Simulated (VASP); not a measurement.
**A VASP 6.6.1 single-point calculation on BaO**

INCAR

```
LWAVE = .FALSE.
EDIFF = 1E-7
IBRION = -1
PREC = Accurate
ENCUT = 520
ISPIN = 2
LREAL = .FALSE.
LASPH = .TRUE.
ISMEAR = 0
MAGMOM = 1
ISIF = 2
LCHARG = .FALSE.
SIGMA = 0.01
NELM = 91
METAGGA = R2SCAN
NBANDS = 15
ALGO = Normal
NSW = 0
```

KPOINTS

```
KPOINTS created by Atomic Simulation Environment
0
Gamma
8 8 8
0 0 0
```

POSCAR

```
Ba O
 1.0000000000000000
     0.0000000000000000    2.6976547784000000    2.6976547784000000
     2.6976547784000000    0.0000000000000000    2.6976547784000000
     2.6976547784000000    2.6976547784000000    0.0000000000000000
 Ba  O
   1   1
Cartesian
  0.0000000000000000  0.0000000000000000  0.0000000000000000
  2.6976547784000000  2.6976547784000000  2.6976547784000000
```

The recommended PBE PAW datasets give the neutral cell 16 valence electrons.

Command

```
mpirun -np 1 vasp_std
```

Q: Predict the outcome of this run.

A: VASP stopped before the first electronic step.

Standard output (part)

```
POSCAR found type information on POSCAR BaO
 POSCAR found :  2 types and       2 ions
|     EEEEEEE  RRRRRR   RRRRRR   OOOOOOO  RRRRRR      ###     ###     ###     |
|     E        R     R  R     R  O     O  R     R     ###     ###     ###     |
|     E        R     R  R     R  O     O  R     R     ###     ###     ###     |
|     EEEEE    RRRRRR   RRRRRR   O     O  RRRRRR       #       #       #      |
|     E        R    R   R    R   O     O  R    R      ###     ###     ###     |
|     EEEEEEE  R     R  R     R  OOOOOOO  R     R     ###     ###     ###     |
|     ERROR: You have set 1 value(s) for MAGMOM; however for                  |
|     spin-polarized calculations (ISPIN=2), MAGMOM has to be a list of       |
|     NIONS values. NIONS=2 in your calculation.                              |
|       ---->  I REFUSE TO CONTINUE WITH THIS SICK JOB ... BYE!!! <----       |
```

The fault: too few starting moments.
